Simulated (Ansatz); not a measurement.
InN (wurtzite)

```
CELL_PARAMETERS angstrom
      7.16106     0.00000     0.00000
     -1.79026     3.10083     0.00000
      0.00000     0.00000     5.78779
ATOMIC_POSITIONS crystal
  In 0.33333 0.33333 0.50197
  In 0.83333 0.33333 0.50197
  In 0.16667 0.66667 0.00197
  In 0.66667 0.66667 0.00197
  N  0.33333 0.33333 0.12323
  N  0.83333 0.33333 0.12323
  N  0.16667 0.66667 0.62323
  N  0.66667 0.66667 0.62323
```

The atoms are displaced by Q × the pattern below (from a DFPT mode at M = (0.5, 0.0, 0.0), largest move 1; Q in Å), at fixed cell. (q is in reciprocal vectors of the primitive cell; the cell shown is doubled to hold the pattern.)

| atom | x | y | z |
|---|---|---|---|
| In1 | -0.093 | -0.054 | 0.994 |
| In2 | 0.093 | 0.054 | -0.994 |
| In3 | 0.093 | 0.054 | 0.994 |
| In4 | -0.093 | -0.054 | -0.994 |
| N5 | 0.203 | 0.117 | 0.624 |
| N6 | -0.203 | -0.117 | -0.624 |
| N7 | -0.203 | -0.117 | 0.624 |
| N8 | 0.203 | 0.117 | -0.624 |

All values below come from PBE (plane waves to 420 eV, PAW, scalar-relativistic; Ansatz, a program for electronic structure). k mesh 11×11×6 (Γ-centred), Fermi-Dirac smearing 0.05 eV. E stands for the smeared free energy. With partly filled bands, energies and forces of such displacements shift with the k mesh and the smearing. At this level the bands of InN touch or barely overlap; measurements give the solid a gap. InN was relaxed with its symmetry unable to fall. The zero of ΔE is the undisplaced structure. The last digit holds for this mesh only.

| Q (Å) | ΔE (meV/cell) |
|---|---|
| -0.1000 | 110.1 |
| -0.0833 | withheld |
| -0.0667 | 48.9 |
| -0.0500 | 27.5 |
| -0.0333 | 12.2 |
| -0.0167 | 3.1 |
| 0.0000 | 0.0 |
| 0.0167 | 3.1 |
| 0.0333 | 12.2 |
| 0.0500 | 27.5 |
| 0.0667 | 48.9 |
| 0.0833 | withheld |
| 0.1000 | 110.1 |

**Question.** Fit an even polynomial form (powers 2, 4) to the given rows and predict ΔE at Q = 0.0833.

**Answer.** Least squares on the 11 given rows: ΔE = (10990)·Q² + (2300)·Q⁴, in meV/cell with Q in Å; root-mean-square residual 0.03 meV/cell. At 0.0833 the fit gives 76.4 meV/cell; the calculation gives 76.4 meV/cell, the same to the digits shown. The quadratic term alone would give 76.3 meV/cell.

(A displaced cell: forces are minus the slopes of the energy, force constants its curvatures, and phonons follow from these.)
